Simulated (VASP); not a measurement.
# VASP 6.6.1 run: SiO$_{2}$

INCAR

```
EDIFF = 1E-7
LREAL = .FALSE.
NELM = 58
ISIF = 2
ENCUT = 520
NBANDS = 15
LCHARG = .FALSE.
LASPH = .TRUE.
LWAVE = .FALSE.
SIGMA = 0.2
GGA = PE
NSW = 0
IBRION = -1
IVDW = 12
PREC = Accurate
ISMEAR = 1
```

KPOINTS

```
KPOINTS created by Atomic Simulation Environment
0
Gamma
10 10 10
0 0 0
```

POSCAR

```
Si O
 1.0000000000000000
    -0.0000000000000000    2.2641691162216273    2.2641691162216273
     2.2641691162216273   -0.0000000000000000    2.2641691162216273
     2.2641691162216273    2.2641691162216273   -0.0000000000000000
 Si  O
   1   2
Cartesian
 -0.0000000000000000  0.0000000000000000 -0.0000000000000000
  1.1320845581108139  1.1320845581108139  1.1320845581108139
  3.3962536743324403  3.3962536743324403  3.3962536743324403
```

The recommended PBE PAW datasets give the neutral cell 16 valence electrons.

Command

```
mpirun -np 1 vasp_std
```

How does this run end, and what does it give?

It converged. Results: gap between bands v and c on the k mesh 2.06 eV; least direct gap on the k mesh 2.06 eV; pressure 5.2 GPa. Band v is the last that the valence electrons fill when counted band by band, and c is the next.

OSZICAR

```
N       E                     dE             d eps       ncg     rms          rms(c)
DAV:   1     0.542445389314E+02    0.54245E+02   -0.87096E+03  1450   0.101E+03
DAV:   2    -0.204359380871E+02   -0.74680E+02   -0.67398E+02  1844   0.224E+02
DAV:   3    -0.226233826477E+02   -0.21874E+01   -0.21823E+01  1704   0.367E+01
DAV:   4    -0.226308174066E+02   -0.74348E-02   -0.74343E-02  1725   0.256E+00
DAV:   5    -0.226308551608E+02   -0.37754E-04   -0.37753E-04  1711   0.173E-01    0.110E+01
DAV:   6    -0.198978256299E+02    0.27330E+01   -0.52795E+00  1487   0.214E+01    0.407E+00
DAV:   7    -0.199008691654E+02   -0.30435E-02   -0.27096E-01  1711   0.425E+00    0.174E+00
DAV:   8    -0.198989963012E+02    0.18729E-02   -0.14370E-02  1522   0.130E+00    0.514E-01
DAV:   9    -0.199006617384E+02   -0.16654E-02   -0.27232E-03  1564   0.516E-01    0.171E-01
DAV:  10    -0.199009242398E+02   -0.26250E-03   -0.56989E-04  1515   0.182E-01    0.318E-02
DAV:  11    -0.199009105976E+02    0.13642E-04   -0.33265E-05  1900   0.508E-02    0.728E-03
DAV:  12    -0.199009143196E+02   -0.37219E-05   -0.49650E-06  1494   0.175E-02    0.267E-03
DAV:  13    -0.199009144234E+02   -0.10382E-06   -0.55356E-08  1532   0.182E-03    0.203E-03
DAV:  14    -0.199009145085E+02   -0.85170E-07   -0.19359E-08  1160   0.134E-03
   1 F= -.20623173E+02 E0= -.20623572E+02  d E =0.119721E-02
```

For comparison, a separate PBE run of the intended cell, on usual settings and not on those above, gives a gap of 2.06 eV on its mesh and a pressure of 10.3 GPa.
